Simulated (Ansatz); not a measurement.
**ZrO₂ films: biaxial stress and wafer bow**

Plane-wave DFT in Ansatz, r2SCAN, scalar-relativistic PAW potentials, cutoff 500 eV, no spin-orbit coupling; no spin polarisation. ZrO₂ in space group P4_2/nmc, which needn't be the usual phase of this composition, strained equally along a and b of the conventional cell, with c and the atoms relaxed within the symmetry (a film with c along the normal). Stress is the in-plane mean, tension positive.

```csv
strain (%),stress (GPa),E − E(0) (meV/atom)
-4.5,-29.42,88.5
-3.0,-18.89,38.5
-1.5,-9.05,9.4
+0.0,0.00,0.0
+1.5,8.24,8.9
+3.0,?,34.7
+4.5,22.32,76.1
```

Fit the stress, get the biaxial modulus and predict the missing row.

A parabola through the given rows is σ = -0.02 + 5.753 ε -0.1750 ε² GPa (ε in %), so M = dσ/dε = 575 GPa at zero. It predicts 15.66 GPa at +3.0 %; the run gave 15.70 GPa. The miss is 0.04 GPa, so the fit holds. The negative square term means that the film is stiffer in compression than in tension. The energies check it: E/V = Mε² at small strain, and a cubic fit with V = 11.30 Å³/atom gives M = 576 GPa, in agreement.

How much does a 100 nm film at +0.2 % strain bow a 300 mm Si(001) wafer 775 μm thick?

The fit, without its small constant, gives σ = 1.14 GPa. Stoney's formula, κ = 6σt_f/(M_s t_s²) with M_s = 180.5 GPa for Si(001) (literature), gives |κ| = 6.31×10⁻³ m⁻¹ and a bow κr²/2 = 71.0 μm at r = 150 mm, with the film side concave (tension pulls the edges up). This assumes a single-crystal or fully textured, unrelaxed film at 0 K.

Cost: about 5.6 core-minutes for the runs cited, on AMD EPYC 7R43 (Zen 3) (shared hosts).